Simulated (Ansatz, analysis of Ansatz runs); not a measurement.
**MgS (F-43m), nudged elastic band: S_i by the interstitialcy path (q = 0)**

Wanted: path and barrier of a jump of S in MgS (F-43m) at charge 0. The case: S_i by the interstitialcy path, in a cell of 54 host atoms with 1 S put in.

Main program and level: Ansatz 0.2.0; plane-wave PAW DFT, PBEsol; nudged elastic band between two relaxed defect structures.

The raw output is cut from this account; settings, times and results stay.

**1. The structure**

The cell holds 55 atoms: 27 Mg and 28 S. Its edges and angles: a = 11.989 Å, b = 11.989 Å, c = 11.989 Å, α = 60.0°, β = 60.0°, γ = 60.0°. It derives from MgS (space group F-43m). Nearest the centre at fractional (0.729, 0.146, 0.146): S38 at 1.17 Å, S55 at 1.17 Å, Mg43 at 2.09 Å, Mg39 at 2.09 Å, Mg1 at 2.89 Å, S44 at 3.06 Å, S40 at 3.06 Å, Mg37 at 3.51 Å.

The cell's shortest repeat is 12.0 Å.

**2. Relaxation of the start point, charge 0**

The ends come first: from an unrelaxed start the top is counted from too high an energy, and the barrier comes out too low. Small random displacements break the symmetry of the ideal sites, so that the defect can distort if it gains by it.

q0.start/input.yaml reads:

```yaml
crystal:
  lattice:
    - [0.0, 8.4772986, 8.4772986]
    - [8.4772986, 0.0, 8.4772986]
    - [8.4772986, 8.4772986, 0.0]
  atoms:
    - { symbol: Mg, position: [0.0, 0.0, 0.0] }
    - { symbol: S, position: [0.08333333, 0.08333333, 0.08333333] }
    - { symbol: Mg, position: [0.0, 0.0, 0.33333333] }
    - { symbol: S, position: [0.08333333, 0.08333333, 0.41666667] }
    - { symbol: Mg, position: [0.0, 0.0, 0.66666667] }
    - { symbol: S, position: [0.08333333, 0.08333333, 0.75] }
    - { symbol: Mg, position: [0.0, 0.33333333, 0.0] }
    - { symbol: S, position: [0.08333333, 0.41666667, 0.08333333] }
[... 43 atom lines left out ...]
    - { symbol: S, position: [0.75, 0.75, 0.41666667] }
    - { symbol: Mg, position: [0.66666667, 0.66666667, 0.66666667] }
    - { symbol: S, position: [0.75, 0.75, 0.75] }
    - { symbol: S, position: [0.708333, 0.208333, 0.208333] }
basis:
  ecutwfc: 420
  xc_grid: 2
hamiltonian:
  xc: pbesol
kpoints:
  mp_grid: { grid: [1, 1, 1], shift: [0.25, 0.25, 0.25] }
scf:
  occupations: { method: fixed }
  max_iter: 100
output:
  forces: true
relax:
  f_tol: 0.02
  max_steps: 70
  random_displacement: { amplitude: 0.03, seed: 9601 }
```

Command:

```sh
$ ansatz run input.yaml --threads 4 --pin off --max-ram 14131MiB --backend cpu --events-out ev --progress --plain --runs-dir out
```

The job ended after 1.8 min (4 threads of Arm Neoverse V2, shared host; peak memory 1.8 GiB; 6.9 min of CPU time).

The steps of the relaxation:

| step | energy less that of the first step (eV) | largest force component (eV/Å) |
| --- | --- | --- |
| 1 | 0.0000 | 3.1217 |
| 2 | -1.7420 | 2.9963 |
| 3 | -2.5769 | 1.6747 |
| 4 | -2.9809 | 0.5709 |
| 5 | -3.3153 | 0.5771 |
| 6 | -3.5965 | 0.5590 |
| 7 | -3.8416 | 0.4320 |
| 8 | -3.9969 | 0.2468 |
| 9 | -4.0462 | 0.0996 |
| 10 | -4.0545 | 0.0367 |
| 11 | -4.0549 | 0.0157 |

The atoms that moved most (Å, from the sites as typed, ahead of the random displacement, the mean shift of all atoms taken out):

| atom | dx | dy | dz | length |
| --- | --- | --- | --- | --- |
| S55 | 0.422 | 1.318 | 0.061 | 1.385 |
| S40 | -0.286 | 0.715 | -0.749 | 1.074 |
| Mg45 | 0.308 | -0.258 | 0.242 | 0.469 |
| Mg41 | 0.306 | 0.189 | -0.206 | 0.415 |
| S28 | 0.081 | -0.077 | -0.016 | 0.113 |
| S24 | 0.081 | -0.067 | -0.026 | 0.109 |
| S46 | 0.088 | -0.001 | 0.058 | 0.105 |
| S44 | -0.028 | -0.083 | 0.058 | 0.105 |

Neighbours of S55 at the end:

| atom | distance (Å) |
| --- | --- |
| S40 | 2.145 |
| Mg45 | 2.359 |
| Mg3 | 2.548 |
| Mg39 | 2.550 |
| S44 | 2.998 |
| S38 | 3.427 |
| S2 | 3.429 |
| Mg43 | 3.691 |
| Mg7 | 3.699 |

Read from the output:

```yaml
free_energy: -76476.0550 eV
r_m_s_move_of_the_farther_half_of_the_atoms: 0.09849 Å
largest_move_from_the_ideal_geometry_of_this_structure_a_common_shift_of_the_far_atoms_taken_out: 1.428 Å
```

The relaxation gained 4.055 eV and ended with a largest force component of 0.016 eV/Å.

**3. Relaxation of the end point, charge 0**

The end point is relaxed in the same cell and settings, so that the two energies compare. Atoms more than 3.2 Å from the middle of the hop start where the first relaxation left them, the nearer ones on or close to their ideal places, with small random displacements.

q0.end/input.yaml reads:

```yaml
crystal:
  lattice:
    - [0.0, 8.4772986, 8.4772986]
    - [8.4772986, 0.0, 8.4772986]
    - [8.4772986, 8.4772986, 0.0]
  atoms:
    - { symbol: Mg, position: [0.0, 0.0, 0.0] }
    - { symbol: S, position: [0.08887552, 0.07896986, 0.07746275] }
[... 19 atom lines left out ...]
    - { symbol: S, position: [0.42185417, 0.08259933, 0.41426027] }
[... 3 atom lines left out ...]
    - { symbol: S, position: [0.41992795, 0.41502475, 0.08218157] }
[... 10 atom lines left out ...]
    - { symbol: Mg, position: [0.66644146, -0.00171943, 0.00253623] }
    - { symbol: S, position: [0.875, 0.0417, -0.125] }
    - { symbol: Mg, position: [0.66666667, 0.0, 0.33333333] }
    - { symbol: S, position: [0.75, 0.08333333, 0.41666667] }
[... 2 atom lines left out ...]
    - { symbol: Mg, position: [0.66666667, 0.33333333, 0.0] }
    - { symbol: S, position: [0.75, 0.41666667, 0.08333333] }
    - { symbol: Mg, position: [0.6496624, 0.37852444, 0.32389844] }
[... 9 atom lines left out ...]
    - { symbol: S, position: [0.75, 0.083333, 0.083333] }
basis:
  ecutwfc: 420
  xc_grid: 2
hamiltonian:
  xc: pbesol
kpoints:
  mp_grid: { grid: [1, 1, 1], shift: [0.25, 0.25, 0.25] }
scf:
  occupations: { method: fixed }
  max_iter: 100
output:
  forces: true
relax:
  f_tol: 0.02
  max_steps: 70
  random_displacement: { amplitude: 0.01, seed: 9601 }
```

Run time: 2.6 min. Hardware: 4 threads; peak memory 1.8 GiB.

The steps of the relaxation:

| step | energy less that of the first step (eV) | largest force component (eV/Å) |
| --- | --- | --- |
| 1 | 0.0000 | 2.6780 |
| 2 | -1.4592 | 1.4705 |
| 3 | -2.2071 | 1.0232 |
| 4 | -2.6893 | 2.4907 |
| 5 | -3.1694 | 1.6815 |
| 6 | -3.6238 | 0.5793 |
| 7 | -3.9465 | 0.8756 |
| 8 | -4.2478 | 0.6334 |
| 9 | -4.4798 | 0.4511 |
| 10 | -4.6337 | 0.2551 |
| 11 | -4.6769 | 0.0727 |
| 12 | -4.6796 | 0.0298 |
| 13 | -4.6799 | 0.0211 |
| 14 | -4.6742 | 0.1440 |
| 15 | -4.6800 | 0.0034 |

Relaxation step 14 was tried and not accepted.

The atoms that moved most (Å, from the sites as typed, ahead of the random displacement):

| atom | dx | dy | dz | length |
| --- | --- | --- | --- | --- |
| S38 | -0.425 | -1.321 | 0.079 | 1.390 |
| S42 | 0.251 | -0.741 | -0.761 | 1.092 |
| Mg41 | -0.566 | -0.399 | 0.019 | 0.693 |
| Mg5 | -0.295 | 0.279 | 0.240 | 0.472 |
| Mg45 | -0.279 | 0.279 | -0.227 | 0.455 |
| S18 | -0.067 | 0.107 | -0.018 | 0.127 |
| S6 | 0.054 | 0.099 | 0.043 | 0.121 |
| S28 | -0.059 | 0.098 | 0.035 | 0.119 |

Neighbours of S55 at the end:

| atom | distance (Å) |
| --- | --- |
| Mg39 | 2.394 |
| Mg43 | 2.442 |
| Mg1 | 2.450 |
| Mg37 | 2.456 |
| S38 | 3.434 |
| S40 | 3.870 |
| S22 | 3.945 |
| S2 | 3.980 |
| S26 | 3.981 |
| S44 | 3.983 |
| S52 | 3.994 |
| S48 | 4.003 |
| S20 | 4.011 |
| S50 | 4.019 |
| S14 | 4.032 |

Numbers from this step:

| Property | Result |
| --- | --- |
| free energy | -76475.8855 eV |
| r.m.s. move of the farther half of the atoms | 0.1259 Å |
| largest move from the ideal geometry of this structure, a common shift of the far atoms taken out | 1.415 Å |

The relaxation gained 4.680 eV and ended with a largest force component of 0.0034 eV/Å. The end lies 0.170 eV above the start.

**4. Nudged elastic band, charge 0**

5 movable images are laid between the ends on a pair-potential path, which keeps atoms from colliding in the first guess. Each image feels the true force across the path and a spring force along it. The highest image is set to climb to the top of the path.

This step: plane-wave PAW DFT, PBEsol; nudged elastic band between two relaxed defect structures.

q0.neb/input.yaml reads:

```yaml
crystal:
  lattice:
    - [0.0, 8.4772986, 8.4772986]
    - [8.4772986, 0.0, 8.4772986]
    - [8.4772986, 8.4772986, 0.0]
  atoms:
    - { symbol: Mg, position: [0.0029432, -0.00077267, -0.00804772] }
    - { symbol: S, position: [0.08696109, 0.0815364, 0.07537292] }
    - { symbol: Mg, position: [0.00050071, -0.00032989, 0.32653198] }
    - { symbol: S, position: [0.08012145, 0.08505842, 0.41197441] }
    - { symbol: Mg, position: [-0.00170489, 0.00248031, 0.66149317] }
    - { symbol: S, position: [0.08508591, 0.0850831, 0.74210943] }
    - { symbol: Mg, position: [0.00032839, 0.33129507, -0.0023882] }
    - { symbol: S, position: [0.08165839, 0.41756365, 0.08006681] }
    - { symbol: Mg, position: [-0.00165035, 0.33455382, 0.3294582] }
    - { symbol: S, position: [0.08512442, 0.41514785, 0.412062] }
    - { symbol: Mg, position: [0.00010413, 0.33501185, 0.66198908] }
    - { symbol: S, position: [0.0792204, 0.42058045, 0.74746706] }
    - { symbol: Mg, position: [-0.0003011, 0.66748347, -0.00557879] }
    - { symbol: S, position: [0.08603617, 0.74921406, 0.07612669] }
    - { symbol: Mg, position: [0.00297535, 0.66501225, 0.32615663] }
    - { symbol: S, position: [0.0869994, 0.74848622, 0.40837009] }
    - { symbol: Mg, position: [0.00029414, 0.67078264, 0.65810936] }
    - { symbol: S, position: [0.08165922, 0.75311341, 0.74448793] }
    - { symbol: Mg, position: [0.33104369, 0.00102718, 0.00034578] }
    - { symbol: S, position: [0.41527874, 0.08538331, 0.08156381] }
    - { symbol: Mg, position: [0.3304852, 0.0045669, 0.33153901] }
    - { symbol: S, position: [0.41993974, 0.08516587, 0.41217044] }
    - { symbol: Mg, position: [0.33493446, 0.00244539, 0.66162068] }
    - { symbol: S, position: [0.40651544, 0.09066536, 0.75219471] }
    - { symbol: Mg, position: [0.33139541, 0.33548106, -0.00125181] }
    - { symbol: S, position: [0.41801352, 0.41759129, 0.08009173] }
    - { symbol: Mg, position: [0.33496939, 0.3346593, 0.32942614] }
    - { symbol: S, position: [0.40659705, 0.42513416, 0.4176707] }
    - { symbol: Mg, position: [0.32717693, 0.34030961, 0.66723169] }
    - { symbol: S, position: [0.41328434, 0.42189885, 0.74887731] }
    - { symbol: Mg, position: [0.33550497, 0.6674972, -0.00555309] }
    - { symbol: S, position: [0.41792391, 0.75161701, 0.0786101] }
    - { symbol: Mg, position: [0.33111073, 0.6733159, 0.32799048] }
    - { symbol: S, position: [0.41529035, 0.75455697, 0.41231209] }
    - { symbol: Mg, position: [0.33139078, 0.67177974, 0.66239288] }
    - { symbol: S, position: [0.4180241, 0.75308041, 0.74454191] }
    - { symbol: Mg, position: [0.66452703, 0.00084711, 0.00044639] }
    - { symbol: S, position: [0.75357948, 0.08107844, 0.07513678] }
    - { symbol: Mg, position: [0.6701514, -0.00077726, 0.32637277] }
    - { symbol: S, position: [0.76502926, -0.01976133, 0.48602431] }
    - { symbol: Mg, position: [0.64771131, -0.00510012, 0.7078499] }
    - { symbol: S, position: [0.74824457, 0.09118168, 0.75246916] }
    - { symbol: Mg, position: [0.66779764, 0.33092284, -0.00200276] }
    - { symbol: S, position: [0.75031901, 0.42348682, 0.07319887] }
    - { symbol: Mg, position: [0.64774797, 0.38109098, 0.3218086] }
    - { symbol: S, position: [0.74829381, 0.42545201, 0.41821624] }
    - { symbol: Mg, position: [0.66220922, 0.34059376, 0.66765061] }
    - { symbol: S, position: [0.75023595, 0.42061936, 0.74778153] }
    - { symbol: Mg, position: [0.66577935, 0.66922225, -0.00393043] }
    - { symbol: S, position: [0.74923268, 0.75154707, 0.07858362] }
    - { symbol: Mg, position: [0.66456214, 0.67339144, 0.32781636] }
    - { symbol: S, position: [0.75360899, 0.74798739, 0.40815191] }
    - { symbol: Mg, position: [0.66781031, 0.67082349, 0.65799013] }
    - { symbol: S, position: [0.75034256, 0.746222, 0.75039702] }
    - { symbol: S, position: [0.76498951, 0.15917045, 0.30717908] }
basis:
  ecutwfc: 420
  xc_grid: 2
hamiltonian:
  xc: pbesol
kpoints:
  mp_grid: { grid: [1, 1, 1], shift: [0.25, 0.25, 0.25] }
scf:
  occupations: { method: fixed }
  max_iter: 100
output:
  forces: true
neb:
  images: 5
  f_tol: 0.04
  climbing: true
  initial_path: idpp
  max_iterations: 45
  order_check: false
  final_atoms:
    - { symbol: Mg, position: [-0.00845163, 0.00637788, -0.00116276] }
    - { symbol: S, position: [0.07968456, 0.08883039, 0.07890436] }
[... 19 atom lines left out ...]
    - { symbol: S, position: [0.41305105, 0.08775497, 0.41776732] }
[... 3 atom lines left out ...]
    - { symbol: S, position: [0.4091186, 0.42439415, 0.08591889] }
[... 10 atom lines left out ...]
    - { symbol: Mg, position: [0.65867742, 0.0091044, 0.00326205] }
    - { symbol: S, position: [0.82027236, 0.10411344, -0.23442205] }
    - { symbol: Mg, position: [0.66229011, 0.00344302, 0.33240053] }
    - { symbol: S, position: [0.75150806, 0.08688838, 0.4084852] }
[... 2 atom lines left out ...]
    - { symbol: Mg, position: [0.658996, 0.3419798, 0.00352045] }
    - { symbol: S, position: [0.74466495, 0.42424719, 0.08578651] }
    - { symbol: Mg, position: [0.66261582, 0.33715353, 0.33549457] }
[... 9 atom lines left out ...]
    - { symbol: S, position: [0.7414292, 0.09252723, 0.08800115] }
```

The job ended after 30 min (4 threads; peak memory 6.5 GiB).

Images along the path:

| image | path (Å) | energy (eV) | S38: x, y, z (Å) |
| --- | --- | --- | --- |
| 0 | 0.000 | 0.0000 | 1.324, 7.025, 7.076 |
| 1 | 1.799 | 0.2278 | 1.288, 6.896, 7.106 |
| 2 | 3.598 | 0.2813 | 0.984, 6.562, 7.490 |
| 3 | 5.397 | 0.3275 | 0.361, 5.993, 7.354 |
| 4 | 7.196 | 0.2869 | -0.448, 5.261, 7.324 |
| 5 | 8.994 | 0.6533 | -0.900, 4.889, 7.544 |
| 6 | 10.195 | 0.1695 | -1.105, 4.966, 7.836 |

This step gave:

* free energy: -76475.4018 eV
* barrier forward: 0.6533 eV
* barrier backward: 0.4837 eV
* end less start: 0.1695 eV
* hop length: 3.270 Å

Track of the atom that was set to move:

| image | x (Å) | y (Å) | z (Å) | nearest neighbour | distance (Å) |
| --- | --- | --- | --- | --- | --- |
| 0 | 3.953 | 9.089 | 7.834 | S | 2.145 |
| 1 | 3.311 | 8.93 | 7.398 | S | 2.132 |
| 2 | 2.47 | 8.069 | 7.358 | S | 2.12 |
| 3 | 1.887 | 7.481 | 7.345 | S | 2.131 |
| 4 | 1.645 | 7.172 | 6.99 | Mg | 2.387 |
| 5 | 1.492 | 7.114 | 7.108 | Mg | 2.387 |
| 6 | 1.53 | 7.031 | 7.07 | Mg | 2.394 |

The band met its tolerance of 0.04 eV/Å after 23 iterations, with image 5 on top (the start counts as 0). S38, which moves farthest between the ends, has 4 Mg at 2.39 to 2.46 Å nearest at the start and 1 S at 2.07 Å at the top. The path has 2 maxima, and only the highest was climbed; it lies 0.37 eV above the dip at image 4. Between images 3 and 4 a bond changes partner or an atom moves over 0.9 Å. No image samples that step, in which the atom that moves farthest passes the middle of its way, so along this band the top may lie higher.

**5. Single point at the start point, PBEsol, denser k-mesh**

Three single points on a denser mesh (start, top, end) show how much of the barrier is sampling error. The start is shown; top and end are run alike.

This step: plane-wave PAW DFT, PBEsol; single point of a defect supercell on a structure of the PBEsol path.

q0.start.mesh/input.yaml reads:

```yaml
crystal:
  lattice:
    - [0.0, 8.4772986, 8.4772986]
    - [8.4772986, 0.0, 8.4772986]
    - [8.4772986, 8.4772986, 0.0]
  atoms:
    - { symbol: Mg, position: [0.0029432, -0.00077267, -0.00804772] }
    - { symbol: S, position: [0.08696109, 0.0815364, 0.07537292] }
[... 19 atom lines left out ...]
    - { symbol: S, position: [0.41993974, 0.08516587, 0.41217044] }
[... 3 atom lines left out ...]
    - { symbol: S, position: [0.41801352, 0.41759129, 0.08009173] }
[... 10 atom lines left out ...]
    - { symbol: Mg, position: [0.66452703, 0.00084711, 0.00044639] }
    - { symbol: S, position: [0.75357948, 0.08107844, 0.07513678] }
    - { symbol: Mg, position: [0.6701514, -0.00077726, 0.32637277] }
    - { symbol: S, position: [0.76502926, -0.01976133, 0.48602431] }
[... 2 atom lines left out ...]
    - { symbol: Mg, position: [0.66779764, 0.33092284, -0.00200276] }
    - { symbol: S, position: [0.75031901, 0.42348682, 0.07319887] }
    - { symbol: Mg, position: [0.64774797, 0.38109098, 0.3218086] }
[... 9 atom lines left out ...]
    - { symbol: S, position: [0.76498951, 0.15917045, 0.30717908] }
basis:
  ecutwfc: 420
  xc_grid: 2
hamiltonian:
  xc: pbesol
kpoints:
  mp_grid: { grid: [2, 2, 2], shift: [0.5, 0.5, 0.5] }
scf:
  occupations: { method: fixed }
  max_iter: 100
output:
  forces: true
  eigenvalues: true
checkpoint:
  write: "../q0.start.mesh.run"
  compress: false
  write_wavefunctions: false
  write_every: 100000
```

It took 41 s on 4 threads; peak memory 5.4 GiB.

Read from the output:

```
free energy : -76477.0211 eV
```

**6. Barrier from single points, PBEsol, denser k-mesh**

Analysis of the runs above: barrier from PBEsol single points on the PBEsol path.

It gives:

* barrier forward: 0.4409 eV
* barrier backward: 0.4488 eV
* end less start: -0.007980 eV

This gives 0.441 eV against the band's 0.653 eV, so the sampling matters here, and the denser value is the better one.

**7. Single point at the start point, r2SCAN**

Three single points with a meta-GGA, at its higher cutoff of 500 eV, show what it does to the barrier on the path found. The start is shown; top and end are run alike.

This step: plane-wave PAW DFT, r2SCAN; single point of a defect supercell on a structure of the PBEsol path.

q0.start.r2scan/input.yaml, as its differences from q0.start.mesh/input.yaml of step 5:

```diff
@@ -24,8 +24,8 @@
 basis:
-  ecutwfc: 420
+  ecutwfc: 500
   xc_grid: 2
 hamiltonian:
-  xc: pbesol
+  xc: r2scan
 kpoints:
-  mp_grid: { grid: [2, 2, 2], shift: [0.5, 0.5, 0.5] }
+  mp_grid: { grid: [1, 1, 1], shift: [0.25, 0.25, 0.25] }
 scf:
@@ -37,3 +37,3 @@
 checkpoint:
-  write: "../q0.start.mesh.run"
+  write: "../q0.start.r2scan.run"
   compress: false
```

Run time: 24 s. Hardware: 4 threads; peak memory 2.7 GiB.

Read from the output:

```yaml
free_energy: -77462.0971 eV
```

**8. Barrier from single points, r2SCAN**

Analysis of the runs above: barrier from r2SCAN single points on the PBEsol path.

It gives:

```yaml
barrier_forward: 0.6011 eV
barrier_backward: 0.4537 eV
end_less_start: 0.1474 eV
```

This gives 0.601 eV against the band's 0.653 eV.

**9. Single point at the start point, HSE06**

A whole band with exact exchange would cost too much, so three single points on the path found stand in. The start is shown; top and end are run alike.

This step: plane-wave PAW DFT, HSE06; single point of a defect supercell on a structure of the PBEsol path.

q0.start.hse06/input.yaml, as its differences from q0.start.r2scan/input.yaml of step 7:

```diff
@@ -24,6 +24,6 @@
 basis:
-  ecutwfc: 500
+  ecutwfc: 420
   xc_grid: 2
 hamiltonian:
-  xc: r2scan
+  xc: hse06
 kpoints:
@@ -37,3 +37,3 @@
 checkpoint:
-  write: "../q0.start.r2scan.run"
+  write: "../q0.start.hse06.run"
   compress: false
```

Elapsed: 4.7 min, on 4 threads; peak memory 3.1 GiB; 18 min of CPU time.

This step gave:

- free energy: -77302.5618 eV

**10. Outcome**

| Quantity | Value |
| --- | --- |
| barrier forward | 0.65 eV (in doubt, see below) |
| barrier backward | 0.48 eV |
| end less start | 0.17 eV |
| hop length | 3.27 Å |
| band iterations, as the log counts them | 23 |
| barrier from single points, PBEsol, denser k-mesh | 0.44 eV (in doubt, see below) |
| barrier from single points, r2SCAN | 0.60 eV (in doubt, see below) |

What this shows: The top of the band lies 0.65 eV above the start and 0.48 eV above the end. The path has 2 maxima, and only the highest was climbed; it lies 0.37 eV above the dip at image 4. Between images 3 and 4 a bond changes partner or an atom moves over 0.9 Å. No image samples that step, in which the atom that moves farthest passes the middle of its way, so along this band the top may lie higher. On the denser mesh the top lies 0.44 eV above the start, so the band's own sampling is not converged for this barrier. The move is shared: S38 goes 3.27 Å and S55, whose hop length is listed, 3.27 Å. Across functionals on this path (PBEsol 0.653 and r2SCAN 0.601 eV) the values spread by 0.052 eV. The order of the top as a saddle was not checked for all atoms, so a bent path could be lower. Keep in mind: one k-point off the zone centre stands for the whole zone.

[Long decimals in the printed logs are rounded to 6 places.]

[Repeated set-up lines and some long k-point lines are left out of the logs, and relaxed atomic positions are cut to six decimals.]

[Logs are printed without paths, hosts, clocks, repeated set-up lines and the standing remarks that a program may print on its own settings, such as how far it seeks lower states.]

[Hosts, paths, dates, database ids (printed as entryN), source tags and the programs' standing remarks are cut or masked in the printed files.]
